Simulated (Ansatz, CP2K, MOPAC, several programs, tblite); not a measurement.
# SnGe2 (ordering on diamond) from semi-empirical methods to plane-wave DFT

SnGe2 as one 6-atom ordering (P-3m1) on the diamond lattice, relaxed with r2SCAN in Ansatz, was computed with several methods. The symmetry is P-3m1 (No. 164, trigonal); a = 4.242 Å, c = 10.358 Å in the conventional setting, 26.90 Å³ an atom. Ge has 1 Ge at 2.45 Å and 3 Sn at 2.62 Å; Ge has 3 Ge at 2.56 Å and 1 Sn at 2.66 Å; Sn has 4 Ge at 2.62–2.66 Å. The cell comes from a prototype generator: it can be a known phase or a hypothetical one. Spin polarisation is off.

```cif
data_structure
_symmetry_space_group_name_H-M 'P-3m1'
_symmetry_Int_Tables_number 164
_cell_length_a 4.2417
_cell_length_b 4.2417
_cell_length_c 10.3577
_cell_angle_alpha 90.000
_cell_angle_beta 90.000
_cell_angle_gamma 120.000
_cell_volume 161.39
loop_
_atom_site_label
_atom_site_type_symbol
_atom_site_symmetry_multiplicity
_atom_site_Wyckoff_symbol
_atom_site_fract_x
_atom_site_fract_y
_atom_site_fract_z
_atom_site_occupancy
Ge1 Ge 2 c 0.00000 0.00000 0.88186 1
Ge2 Ge 2 d 0.66667 0.33333 0.53552 1
Sn1 Sn 2 d 0.33333 0.66667 0.20802 1
```

Gaps and times are for a single point on this cell; volume and bulk modulus come from each method's own relaxation or energy curve at fixed shape, which is too stiff where a cell has free coordinates or axes. Times are rough, from shared hosts (Arm Neoverse V1), and each method has its own mesh and cell size. A double dagger marks a value from a curve with shape and coordinates held. PM6 (MOPAC), PM7 (MOPAC), GFN1-xTB (tblite), GFN2-xTB (tblite) treat a cluster of cells at its zone centre, which samples few k points: where these miss a band edge, the gap comes out too large for that reason alone. Gaps from k meshes are read at a limited set of points (mesh, symmetry points, PBE's band edges), so each method's own least gap may be somewhat smaller. xTB and the PM methods were fitted mostly to molecules, and can miss a solid's gap by electronvolts. Minimal bases can be far off for gaps. d marks a direct gap, i an indirect one (no mark: not told apart), a dash a value that wasn't computed or didn't pass its checks.

| method | kind | gap (eV) | own volume (Å³/atom) | bulk modulus (GPa) | atoms computed | processor time |
| --- | --- | --- | --- | --- | --- | --- |
| PM7 (MOPAC) | semi-empirical | 1.36 | – | – | 54 | 1.8 s |
| PM6 (MOPAC) | semi-empirical | 1.03 | – | – | 54 | 3.7 s |
| GFN1-xTB (tblite) | tight binding | 0.10 | 27.96‡ | 65‡ | 54 | 4.7 s |
| light PBE (260 eV, its own mesh) | light plane-wave | overlap 0.26 | – | – | 6 | 5.2 s |
| PBE/SZV (CP2K) | small basis | 0 | 26.77‡ | 66‡ | 6 | 8.9 s |
| GFN2-xTB (tblite) | tight binding | 0.15 | – | – | 54 | 13 s |
| PBE/DZVP (CP2K) | small basis | overlap 0.27 | 28.52‡ | 45‡ | 6 | 19 s |
| PBE | semilocal | overlap 0.26 | 28.10 | 48‡ | 6 | 42 s |
| r2SCAN | semilocal | overlap 0.27 | 26.90 | 58‡ | 6 | 75 s |

Volumes against r2SCAN's: PBE +4.5 %.

With PBE and r2SCAN the bands overlap or touch, or nearly. Semilocal functionals can close a real gap, so this doesn't show a metal; small gaps of other methods may in turn close between the points read or with spin-orbit coupling, and the solid may be a semimetal.

The runs are scalar-relativistic, without spin-orbit coupling.
